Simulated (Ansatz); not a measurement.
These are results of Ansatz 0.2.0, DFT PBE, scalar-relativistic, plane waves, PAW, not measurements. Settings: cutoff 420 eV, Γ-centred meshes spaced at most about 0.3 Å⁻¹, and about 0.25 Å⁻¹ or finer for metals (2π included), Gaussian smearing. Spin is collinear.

Each guess is relaxed in cell and atoms at zero pressure, on a coarse mesh first where it starts far from rest and then on a converged one. The steps can't lower the symmetry of the start, but it can rise. Energies are static (0 K, no zero-point motion).

Two unrelaxed guesses for Mn2AlCu3:

A. (collinear spin from parallel moments)

```xyz
6
Lattice="4.4476 0.0000 0.0000 -2.2238 3.8517 0.0000 0.0000 0.0000 5.7153" Properties=species:S:1:pos:R:3 pbc="T T T"
Mn    0.0000    0.0000    3.8845
Mn    0.0000    0.0000    1.8308
Al    0.0000    0.0000    0.0000
Cu    2.2238    0.0000    2.8576
Cu   -1.1119    1.9259    2.8576
Cu    1.1119    1.9259    2.8576
```

B. (collinear spin from parallel moments)

```xyz
6
Lattice="2.9505 -3.8347 0.0000 2.9505 3.8347 0.0000 0.0000 0.0000 4.2196" Properties=species:S:1:pos:R:3 pbc="T T T"
Mn    1.4752    1.9173    2.1098
Mn    1.4752   -1.9173    2.1098
Al    2.9505    0.0000    2.1098
Cu    5.0855    0.0000    2.1098
Cu    0.8154    0.0000    2.1098
Cu    2.9505    0.0000    0.0000
```

**Question.** Do they relax into the same structure? If not, which is lower?

**Answer.** No. A ends lower, by 221 meV/atom. A: P6/mmm at 16.3 Å³/atom → P6/mmm at 24.4 Å³/atom; B: Cmmm at 15.9 Å³/atom → Cmmm at 24.7 Å³/atom. Counting all near atoms (those within 1.25 times the shortest distance at each site; a plus sign parts nearer from farther groups; a slash parts the counts of unlike sites), the end of A has Mn 8, Al 2, Cu 4+4 and the end of B has Mn 2+2, Al 4+4, Cu 2/4. End of A. Conventional cell: a = 4.732 Å, c = 7.556 Å. Al has 2 Mn at 2.54 Å; Mn is surrounded by 1 Mn at 2.48 Å, 1 Al at 2.54 Å and 6 Cu at 2.67 Å; Cu is surrounded by 4 Cu at 2.37 Å and 4 Mn at 2.67 Å. End of B. Conventional cell: a = 6.839 Å, b = 9.290 Å, c = 4.671 Å. Al is surrounded by 4 Cu at 2.31–2.34 Å and 4 Mn at 2.88 Å; Mn has 2 Cu at 2.40 Å and 2 Al at 2.88 Å; Cu on a site of symmetry 2mm is surrounded by 1 Cu at 2.22 Å, 1 Al at 2.31 Å and 2 Mn at 2.40 Å; 1 more site not described.

Ends held by symmetry can be saddle points. Neither end is the lowest form computed: that has space group R-3m (No. 166), is reached from a Materials Project cell and lies 0.89 eV/atom below the better end. Even the lowest of the cells shown lies +0.86 eV/atom against the elements. Another magnetic order may lie lower. Some structure types and database cells were kept out of the candidates from the start, so a known form may be missing.
